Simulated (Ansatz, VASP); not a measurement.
## Al35N36 (V_Al) in two plane-wave programs

One calculation is typed for both programs; each brings its own data sets. How far apart do they land? The cell is taken from a series of runs on this material, whose earlier steps may have relaxed, scaled, displaced or heated it; both programs get it as it stands.

Main program and level: Ansatz 0.2.0; plane waves, with VASP 6.6.1 beside it; single point at r2SCAN.

## (1) Set-up

The cell holds 71 atoms: 35 Al and 36 N. Cell: a = 9.320 Å, b = 9.320 Å, c = 9.956 Å, α = 90.0°, β = 90.0°, γ = 120.0°. It derives from AlN (AlN (P6_3mc)). Nearest the centre at fractional (0.444, 0.556, 0.500): N52 at 2.05 Å, N56 at 2.07 Å, N40 at 2.07 Å, N55 at 2.21 Å, Al17 at 3.01 Å, Al20 at 3.01 Å, Al5 at 3.01 Å, Al18 at 3.04 Å.

As a file:

```
Al N
1.0
     9.31957    0.00000    0.00000
    -4.65978    8.07098    0.00000
     0.00000    0.00000    9.95648
Al N
35 36
Cartesian
  1.5460 0.9026 2.5037
  -0.0015 1.8411 4.9664
  1.5455 0.9062 7.4594
  -0.0137 1.7948 0.0100
  0.0149 3.5997 2.5385
  -1.5169 4.4647 4.9664
  0.0139 3.5993 7.4468
  -1.5634 4.4776 0.0104
  -1.5560 6.2734 2.5041
  -3.1157 7.1740 4.9790
  -1.5538 6.2720 7.4590
  -3.1151 7.1737 0.0055
  4.6435 0.8898 2.5303
  3.0927 1.8420 4.9661
  4.6481 0.8932 7.4548
  3.1050 1.7943 0.0101
  3.0767 3.5987 2.5382
  3.0767 3.5987 7.4465
  1.5452 4.4829 9.8508
  1.5450 6.2497 2.5385
  0.0297 7.1437 4.9664
  1.5448 6.2506 7.4466
  -0.0043 7.1777 0.0103
  7.7680 0.8902 2.5302
  6.2062 1.7917 4.9632
  7.7631 0.8930 7.4552
  6.2056 1.7923 0.0112
  6.2060 3.5962 2.5304
  4.6061 4.4633 4.9660
  6.2053 3.5905 7.4548
  4.6536 4.4766 0.0101
  4.6462 6.2724 2.5037
  3.0599 7.1434 4.9664
  4.6429 6.2711 7.4594
  3.0938 7.1772 0.0100
  1.5443 0.8875 4.3947
  -0.0019 1.7754 1.8877
  1.5438 0.8950 9.3622
  -0.0063 1.7845 6.8868
  -0.1545 3.5031 4.3273
  -1.5709 4.4931 1.8881
  -0.0542 3.5629 9.3816
  -1.5659 4.4852 6.8855
  -1.5734 6.2835 4.3953
  -3.1128 7.1719 1.9001
  -1.5662 6.2797 9.3618
  -3.1136 7.1723 6.8852
  4.6349 0.8881 4.4147
  3.0977 1.7747 1.8877
  4.6538 0.8992 9.3615
  3.1009 1.7841 6.8854
  3.2364 3.5067 4.3281
  1.5481 4.4809 1.8317
  3.1402 3.5624 9.3808
  1.5468 4.4815 7.1813
  1.5441 6.4458 4.3272
  -0.0218 7.1759 1.8881
  1.5428 6.3286 9.3815
  -0.0128 7.1753 6.8856
  7.7720 0.8883 4.4135
  6.2076 1.7908 1.9130
  7.7540 0.8988 9.3614
  6.2074 1.7908 6.8795
  6.2033 3.6049 4.4147
  4.6665 4.4920 1.8877
  6.2034 3.5832 9.3616
  4.6600 4.4847 6.8854
  4.6588 6.2820 4.3947
  3.1162 7.1759 1.8877
  4.6521 6.2787 9.3621
  3.1061 7.1753 6.8867
```

## (2) Ansatz: single point, r2SCAN

Ansatz runs on its PAW soft_1 files.

A single point gives forces, pressure and levels at one fixed geometry, so differences don't come from the geometry; what else differs is listed under the comparison.

input.yaml reads:

```yaml
crystal:
  checkpoint: "../qm3.relax.run"
  host: checkpoint
basis:
  ecutwfc: 500
  xc_grid: 2
hamiltonian:
  xc: r2scan
  pseudopotentials: { kind: paw, azcp: { folder: soft_1 } }
kpoints:
  mp_grid: { grid: [2, 2, 2], shift: [0.5, 0.5, 0.5] }
scf:
  occupations: { method: fermi_dirac, width: 0.01 }
  max_iter: 100
output:
  forces: true
  eigenvalues: true
  charged_corrections: { defect_position: [0.444444, 0.555556, 0.499602] }
checkpoint:
  read: "../qm3.relax.run"
  write: "../qm3.point_neutral.run"
  compress: false
  write_wavefunctions: false
  write_every: 100000
magnetization:
  spin_polarized: true
  initial_magnetization: 1
  spin_locking: { lock_magnetization: hard }
```

Command:

```bash
> ansatz run input.yaml --threads 4 --pin off --max-ram 15073MiB --backend cpu --events-out ev --progress --plain --runs-dir out
```

Numbers of over 12 decimals in the logs are rounded to 6 here.

The program printed:

```text
Warning: This run holds its total moment fixed (magnetization.spin_locking.lock_magnetization: hard) and mixes its density by anderson or broyden (scf.mixing.algorithm, typed or taken by auto). Slabs with a fixed moment have converged under broyden above another state at the same moment, at the default mixing steps and at smaller ones, and under scf.lower_state_search: standard, light or off a state that such a mixer [...]
checkpoint.read: neither the saved density nor the saved orbitals are used: the state is of another total charge, and does not settle where this run's electrons and spins go. The run starts from its atoms. Which states do: the manual's quickstart, A charge series.
crystal.checkpoint: the structure is that of <dir>, a `relax` run, at its step 7: its result, under r2scan at a charge of -3 e; 71 atoms read, 0 with a starting moment; this deck's charge is 0 e; no density is read with it (checkpoint.read); crystal.structure_sha256 for this input is
Engine: ansatz 0.2.0, aarch64-unknown-linux-gnu
Pseudopotentials: kind: paw
Pseudopotential: Al, paw, valence charge 3, recommended cutoff 500 eV (meta_gga), soft_1/Al.paw.azcp
Pseudopotential: N, paw, valence charge 5, recommended cutoff 500 eV (meta_gga), soft_1/N.paw.azcp
Functional definition: r2SCAN
  parameter k0 = 0.174
  parameter k1 = 0.065
  parameter a1 = 4.9479
  exchange = r2scan_x(k0 = k0, k1 = k1, a1 = a1)
  correlation = r2scan_c
Crystal: 71 atoms, lattice volume = 748.907 Å³
Basis set: ecut = 500 eV, 18913 PW (Γ), exchange–correlation on 144×144×150 points (8 copies of the dense FFT grid, shifted against one another)
Bands: 214, of which v1, the nominal top of the filled ones, is band 143 counted from 1 (142 counted from 0)
Symmetry: 1 space group operations
Space group: P1 (ITA 1), of the structure as read, at distance tolerance 9.1e-5 Å
Magnetic group: BNS 1.1 (UNI 1), of the structure as read, at distance tolerance 9.1e-5 Å
k-points: 4 of 8 (time reversal used)
Non-local potential: Al, projectors of the file, l = 0: 2, l = 1: 2, l = 2: 1
Non-local potential: N, projectors of the file, l = 0: 2, l = 1: 2, l = 2: 1
PAW form: soft (Blöchl's): semilocal exchange-correlation on the pseudo side does not see the compensation charge
PAW frozen core: Al, regenerated for the run's functional (the file was generated under x = pbe(κ = 0.804, μ = 0.219515), c = pbe(β = 0.066725))
PAW frozen core: N, regenerated for the run's functional (the file was generated under x = pbe(κ = 0.804, μ = 0.219515), c = pbe(β = 0.066725))
PAW one-centre angular grid: Al, 302 points (default); XC on 160 Gauss nodes
PAW one-centre angular grid: N, 302 points (default); XC on 160 Gauss nodes
Initial density: superposition of atomic densities (chi_scale 0.1, normalization cell, long waves kept (reshape's long-wave potential 0.06 eV rms))
Starting moments: Σ|m| = 1 μB on 71 of 71 sites
Initial wavefunctions: pseudopotential atomic-orbital guess
Functional: x = r2scan, c = r2scan; τ floored in thin density (d = 2e-4 eV/Å³)
SCF iter   1: F=—  HF=-32909.097431 eV  |F-HF|=—  |Δ(HF+E_count)|=         —  Δρ=6.70e-2 (↑6.70e-2 ↓6.70e-2)  dr2=1.64e2  dr2_τ=4.72e0  dr2_m=1.57e-1  M=1.000 μB ∫|m|=1.007 μB  β_m=1.20  ethr=3.10e-3  ⟨swp⟩=6.0  Hψ=7003  notcnv=0  defer=353
preconditioner: auto → Resta (q_TF=auto, 2.323 Å⁻¹)  ε∞=3.3  [insulator: Δε(μ)=0.052 eV  Ē_g=15.129 eV  σ=0.010 eV  W_gap=0.86  n_scr=144 (ndim 8)  ℏωp=22.9 eV  f_vac=0.000  D(μ)=6.89/eV (n_scr^D=22)  ε∞_Penn≈3.3]
spin=Collinear: Resta preconditioning applied to the charge; magnetization (m = ρ↑ − ρ↓) channel mixes plain (no charge-response kernel on spin).
SCF iter   2: F=—  HF=-32877.182658 eV  |F-HF|=—  |Δ(HF+E_count)|=    3.19e1  Δρ=3.68e-2 (↑3.68e-2 ↓3.58e-2)  dr2=4.95e1  dr2_τ=4.57e-1  dr2_m=4.62e-2  M=1.000 μB ∫|m|=1.341 μB  β_m=1.20  ethr=3.10e-3  ⟨swp⟩=3.0  Hψ=3261  notcnv=0  defer=496  κ⁻¹=1.0e0(r=1)
preconditioner: auto → Kerker (q_TF=auto, 2.323 Å⁻¹)  [metal: Δε(μ)=0.013 eV  Ē_g=14.473 eV  σ=0.010 eV  W_gap=0.29  n_scr=144 (ndim 8)  ℏωp=22.9 eV  f_vac=0.000  D(μ)=22.73/eV (n_scr^D=162)]
spin=Collinear: Kerker preconditioning applied to the charge; magnetization (m = ρ↑ − ρ↓) channel mixes plain (no charge-response kernel on spin).
[...]
atom  59  N     -0.38917042    -0.27470770     0.62734240
  atom  60  Al     0.01075520    -0.28985898     0.36036354
  atom  61  Al     0.45919552     0.35979639    -0.18005728
  atom  62  N      0.03917679     0.03741724     0.02646958
  atom  63  N     -0.71309271    -0.13436566    -0.48154602
  atom  64  Al     0.36654166     0.16676202    -0.37155821
  atom  65  Al     2.02446388     0.59219902     0.94118835
  atom  66  N     -0.59657935    -0.36093162     0.02088228
  atom  67  N     -0.49213080    -0.13387596     0.66479733
  atom  68  Al     0.42862537     0.20286609     0.26052194
  atom  69  Al     0.50999866     0.26087953    -0.19686848
  atom  70  N     -0.21599138    -0.15852688     0.04046384
  atom  71  N     -0.52828238    -0.49969126    -0.52460948
  max |Σ_I F_I| component: 4.77e-2 eV/Å
--- Band table (eV; the first three rows and the last of 8) ---
  k-point 0 ↑: bands = [... 139 lower, 6.2085, 6.3395, 6.3774, 6.4690, 7.0757, 12.6885, 12.7637, 12.8355, ... 67 higher]
  k-point 1 ↑: bands = [... 139 lower, 6.2085, 6.3394, 6.3775, 6.4690, 7.0757, 12.6884, 12.7637, 12.8356, ... 67 higher]
  k-point 2 ↑: bands = [... 139 lower, 6.2248, 6.2721, 6.4783, 6.4806, 7.0304, 12.2649, 12.6234, 12.8968, ... 67 higher]
  k-point 3 ↓: bands = [... 139 lower, 6.3254, 6.4748, 6.5653, 7.2112, 7.3839, 12.2911, 12.6773, 12.9099, ... 67 higher]
```

## (3) VASP: single point, r2SCAN

The same cell, functional, mesh and smearing now go to VASP, with its own data sets.

Lines of VASP's logs that name or quote its potential files are left out, and so is its time.

INCAR reads:

```
SYSTEM = Al35N36
PREC = Accurate
ENCUT = 580
EDIFF = 1E-06
NELM = 200
ISMEAR = -1
SIGMA = 0.01
LREAL = Auto
ALGO = Normal
METAGGA = R2SCAN
LASPH = .TRUE.
NBANDS = 192
ISPIN = 2
MAGMOM = -0 -0 -0 -0 -0 -0 0 -0 -0 -0 0 0 -0 0 0 -0 -0 0 0 -0 -0 0 -0 -0 -0 0 -0 -0 0 0 -0 -0 -0 -0 -0 0 0.01 0 -0 0.37 0.01 -0.06 -0 0 -0 0 -0 0.07 0 -0 -0 0.33 0.03 -0.06 -0.43 0.37 0.01 -0.06 -0 0.06 -0 0 0 0.07 0 -0 -0 0 0.01 0 -0
LORBIT = 11
LWAVE = .FALSE.
LCHARG = .FALSE.
ISIF = 2
ISYM = 0
NUPDOWN = 1
GGA_COMPAT = .FALSE.
LMIXTAU = .TRUE.
KPAR = 4
```

POSCAR reads:

```
Al35N36
1.0
    9.3195655359      0.0000000860      0.0000000000
   -4.6597828424      8.0709804634      0.0000000000
    0.0000000000      0.0000000000      9.9564777190
Al N
35 36
Direct
    0.2218009350      0.1118370070      0.2514666688
    0.1138966462      0.2281075213      0.4988086437
    0.2219752462      0.1122801377      0.7491968290
    0.1097187609      0.2223812359      0.0010063218
    0.2246064769      0.4460113040      0.2549555906
    0.1138273993      0.5531846524      0.4988142360
    0.2244688934      0.4459564197      0.7479329483
    0.1096412735      0.5547833861      0.0010425133
    0.2216776337      0.7772736526      0.2515062476
    0.1101085432      0.8888637978      0.5000731642
    0.2218317615      0.7771046763      0.7491569480
    0.1101538914      0.8888254973      0.0005560918
    0.5533740701      0.1102446527      0.2541390561
    0.4459626704      0.2282225079      0.4987763325
    0.5540761033      0.1106637341      0.7487379004
    0.4443277566      0.2223157092      0.0010148323
    0.5530712768      0.4458769957      0.2549310483
    0.5530742138      0.4458869798      0.7479021448
    0.4435220652      0.5554388293      0.9893860390
    0.5529492708      0.7743458121      0.2549550765
    0.4457446037      0.8851085093      0.4988099502
    0.5529903284      0.7744562730      0.7479111209
    0.4441983465      0.8893257290      0.0010334457
    0.8886619320      0.1102974808      0.2541266884
    0.7769268938      0.2219966781      0.4984912250
    0.8883095879      0.1106435405      0.7487779392
    0.7769034601      0.2220629272      0.0011234293
    0.8886980626      0.4455741390      0.2541427732
    0.7707420702      0.5530058036      0.4987746254
    0.8882646208      0.4448648705      0.7487409495
    0.7766572362      0.5546483100      0.0010121322
    0.8871204244      0.7771516424      0.2514671225
    0.7708721987      0.8850782391      0.4988118780
    0.8866893592      0.7769932674      0.7491978078
    0.7766025909      0.8892594741      0.0010054689
    0.2206863814      0.1099588180      0.4413874555
    0.1097885464      0.2199751078      0.1895996177
    0.2210949760      0.1108945756      0.9403127777
    0.1098780975      0.2211044186      0.6916890081
    0.2004358255      0.4340307846      0.4346260149
    0.1097961176      0.5567035220      0.1896386536
    0.2149122497      0.4414480045      0.9422647542
    0.1098366034      0.5557191268      0.6915614614
    0.2204406556      0.7785264741      0.4414475659
    0.1102983492      0.8886084684      0.1908392667
    0.2209781065      0.7780650147      0.9402681537
    0.1102382280      0.8886568233      0.6915310316
    0.5523456161      0.1100347133      0.4433989667
    0.4423298160      0.2198850769      0.1895925286
    0.5550620304      0.1114060439      0.9402437186
    0.4432555908      0.2210552201      0.6915454577
    0.5645077398      0.4344871045      0.4347027260
    0.4437079314      0.5551847551      0.1839726673
    0.5576415778      0.4413874404      0.9421766667
    0.4436086668      0.5552624470      0.7212646195
    0.5650025135      0.7986365097      0.4346095866
    0.4422080394      0.8890994935      0.1896387103
    0.5576012850      0.7841226648      0.9422465560
    0.4431381970      0.8890282173      0.6915681700
    0.8889703911      0.1100568024      0.4432784203
    0.7770177724      0.2218804223      0.1921408070
    0.8876909923      0.1113601311      0.9402313953
    0.7769994920      0.2218780867      0.6909605868
    0.8889403215      0.4466487313      0.4434034961
    0.7790035957      0.5565619254      0.1895955731
    0.8876113349      0.4439644927      0.9402475123
    0.7778538424      0.5556635828      0.6915518734
    0.8890637681      0.7783419807      0.4413870866
    0.7789200289      0.8890985208      0.1895914549
    0.8881412730      0.7779326785      0.9403018743
    0.7777981739      0.8890268005      0.6916810531
```

KPOINTS reads:

```
Points of the shifted mesh
8
Reciprocal
 0.2500000000  0.2500000000  0.2500000000 1
 0.2500000000  0.2500000000  0.7500000000 1
 0.2500000000  0.7500000000  0.2500000000 1
 0.2500000000  0.7500000000  0.7500000000 1
 0.7500000000  0.2500000000  0.2500000000 1
 0.7500000000  0.2500000000  0.7500000000 1
 0.7500000000  0.7500000000  0.2500000000 1
 0.7500000000  0.7500000000  0.7500000000 1
```

The projector-augmented-wave data sets are Al and N (PBE family, release 64).

Command:

```bash
> mpirun -np 8 vasp_std
```

The program printed:

```text
[banner, memory and clock lines left out]
running    8 mpi-ranks, on    1 nodes
[...]
|                                                                             |
|           W    W    AA    RRRRR   N    N  II  N    N   GGGG   !!!           |
|           W    W   A  A   R    R  NN   N  II  NN   N  G    G  !!!           |
|           W    W  A    A  R    R  N N  N  II  N N  N  G       !!!           |
|           W WW W  AAAAAA  RRRRR   N  N N  II  N  N N  G  GGG   !            |
|           WW  WW  A    A  R   R   N   NN  II  N   NN  G    G                |
|           W    W  A    A  R    R  N    N  II  N    N   GGGG   !!!           |
|                                                                             |
|     For optimal performance we recommend to set                             |
|       NCORE = 2 up to number-of-cores-per-socket                            |
|     NCORE specifies how many cores store one orbital (NPAR=cpu/NCORE).      |
|     This setting can greatly improve the performance of VASP for DFT.       |
[...]
|                                                                             |
|     You enforced a specific xc type in the INCAR file but a different       |
|     [... a line on the potential file left out ...]
|     I HOPE YOU KNOW WHAT YOU ARE DOING!                                     |
|                                                                             |

 LDA part: xc-table for (None), standard interpolation
 POSCAR, INCAR and KPOINTS ok, starting setup
[...]
entering main loop
       N       E                     dE             d eps       ncg     rms          rms(c)
DAV:   1     0.117102074475E+04    0.11710E+04   -0.14645E+05  6144   0.152E+03
DAV:   2    -0.677328272200E+03   -0.18483E+04   -0.17776E+04  7688   0.303E+02
DAV:   3    -0.823591720300E+03   -0.14626E+03   -0.14460E+03  7408   0.919E+01
DAV:   4    -0.826070297876E+03   -0.24786E+01   -0.24690E+01  7264   0.125E+01
[...]
DAV:  22    -0.674454598038E+03   -0.30970E-05   -0.19834E-06  4624   0.470E-03    0.428E-03
DAV:  23    -0.674454599193E+03   -0.11549E-05   -0.17501E-06  4392   0.422E-03    0.187E-03
DAV:  24    -0.674454598259E+03    0.93406E-06   -0.53749E-07  3520   0.224E-03
   1 F= -.67445460E+03 E0= -.67445460E+03  d E =-.127297E-07  mag=     1.0000
```

OUTCAR, selected parts (step 3):

```text
  FREE ENERGIE OF THE ION-ELECTRON SYSTEM (eV)
  ---------------------------------------------------
  free  energy   TOTEN  =      -674.4545982588 eV

  energy  without entropy=     -674.4545982461  energy(sigma->0) =     -674.45459825

 magnetization (x)
# of ion       s       p       d       tot
------------------------------------------
    1       -0.000  -0.000   0.000  -0.000
    2       -0.002  -0.002   0.000  -0.004
    3       -0.000   0.000   0.000   0.000
    4        0.000  -0.000   0.000  -0.000
    5       -0.003  -0.004   0.000  -0.007
    6       -0.002  -0.002   0.000  -0.005
    7        0.003   0.006   0.000   0.009
    8        0.000  -0.000   0.000  -0.000
    9       -0.000  -0.000   0.000  -0.000
   10       -0.000   0.000   0.000  -0.000
   11        0.000   0.000   0.000   0.000
   12        0.000   0.000   0.000   0.000
   13       -0.000  -0.000   0.000  -0.001
[...]
--------------------------------------------------
tot          0.020   0.675   0.000   0.696
```

The run ends at a pressure of 1.27 GPa, with forces up to 2.7 eV/Å.

## (4) Differences

Known differences besides the potentials themselves: VASP starts from the moments at which Ansatz ended; VASP keeps PBE cores, Ansatz makes them for the functional; the cutoff is 500 eV in Ansatz and 580 eV in VASP (PREC = Accurate, projectors in real space); site moments are counted in spheres of each program's own size. Total energies have different zeros and are not compared.

Compared:

| quantity | Ansatz | VASP | difference |
| --- | --- | --- | --- |
| total moment, fixed by the input (μB) | 1.00 | 1.00 | 0.00 |
| moment on N55 (μB) | -0.43 | -0.44 | +0.01 |
| moment on N40 (μB) | 0.37 | 0.37 | -0.01 |
| moment on N56 (μB) | 0.37 | 0.37 | -0.01 |
| moment on N52 (μB) | 0.34 | 0.34 | 0.00 |
| moment on N48 (μB) | 0.07 | 0.06 | +0.01 |
| moment on N64 (μB) | 0.07 | 0.06 | 0.00 |
| moment on N58 (μB) | -0.06 | -0.06 | 0.00 |
| moment on N42 (μB) | -0.06 | -0.06 | 0.00 |

Forces on 7 of the 71 atoms, those with the largest forces and the largest differences (eV/Å; atoms numbered as in POSCAR):

| atom | Ansatz x, y, z | VASP x, y, z |
| --- | --- | --- |
| Al2 | 0.503, -2.043, 0.941 | 0.500, -2.075, 0.945 |
| Al6 | -1.518, 1.498, 0.964 | -1.549, 1.512, 0.967 |
| Al7 | -2.213, -1.307, 0.605 | -2.247, -1.324, 0.624 |
| Al18 | 2.279, -1.319, 0.552 | 2.315, -1.340, 0.565 |
| Al21 | -2.056, 0.569, 0.965 | -2.081, 0.591, 0.970 |
| Al22 | 0.021, 2.563, 0.607 | 0.020, 2.601, 0.626 |
| Al33 | 2.024, 0.592, 0.941 | 2.054, 0.611, 0.945 |

The forces differ by 9.2 meV/Å r.m.s., which is 1.4 % of the r.m.s. force of 0.671 eV/Å (both taken over all components).

## (5) Results

```
r.m.s. force difference (single point, r2SCAN) : 1.4 % of the r.m.s. force
```

What this shows: The r.m.s. force difference is 1.4 % of the r.m.s. force (single point, r2SCAN), within the 3 % picked in this series as the mark of a large difference. How closely two codes agree says nothing of how well the functional describes the real material.

[Lines on the potential files, build, host, timing and source positions are cut from VASP's logs without a mark.]

[Logs are printed without paths, hosts, clocks, repeated set-up lines and the standing remarks that a program may print on its own settings, such as how far it seeks lower states.]

[Hosts, paths, dates, database ids (printed as entryN), source tags and the programs' standing remarks are cut or masked in the printed files.]
